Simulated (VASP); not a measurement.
Crystal: Ge.

```
CELL_PARAMETERS angstrom
0.00000 2.82891 2.82891
2.82891 0.00000 2.82891
2.82891 2.82891 0.00000
ATOMIC_POSITIONS crystal
Ge 0.75000 0.75000 0.75000
Ge 0.50000 0.50000 0.50000
```

- Program: VASP 6.6.1
- Task: relaxation of cell and atoms
- Functional: RPBE
- Dispersion: D3
- Potentials or basis: VASP PAW PBE potentials, release 64 (Ge_d)
- Cutoff: 600 eV
- k mesh: 8 × 8 × 8
- Occupations: fermi-dirac, width 0.05 eV
- Spin: no spin polarisation

At the start: pressure 3.4 GPa; volume 22.64 Å³/atom.

Task: How do energy, volume and symmetry change on relaxing?

Result: Over 3 steps the energy falls by 11.6 meV/atom and the volume is 23.80 Å³/atom (+5.1 %); space group Fd-3m (No. 227, to 0.05 Å).

Step by step:
| step | energy change (eV) | largest force (eV/Å) | pressure (GPa) | volume (Å³) |
| --- | --- | --- | --- | --- |
| 1 | 0.0000 | 0.0000 | 3.37 | 45.28 |
| 2 | -0.0204 | 0.0000 | -1.01 | 48.47 |
| 3 | -0.0232 | 0.0000 | -0.01 | 47.60 |

Final structure:
```
CELL_PARAMETERS angstrom
0.00000 2.87646 2.87646
2.87646 0.00000 2.87646
2.87646 2.87646 0.00000
ATOMIC_POSITIONS crystal
Ge 0.75000 0.75000 0.75000
Ge 0.50000 0.50000 0.50000
```

The cell as given is a measured one (22.64 Å³/atom); RPBE+D3 puts the equilibrium volume +5.1 % from it, thermal expansion not counted.

Caveat: the PAW data sets were made with another functional, which shifts forces and pressure a little; pairwise dispersion overbinds metals, which lowers pressure and volume.
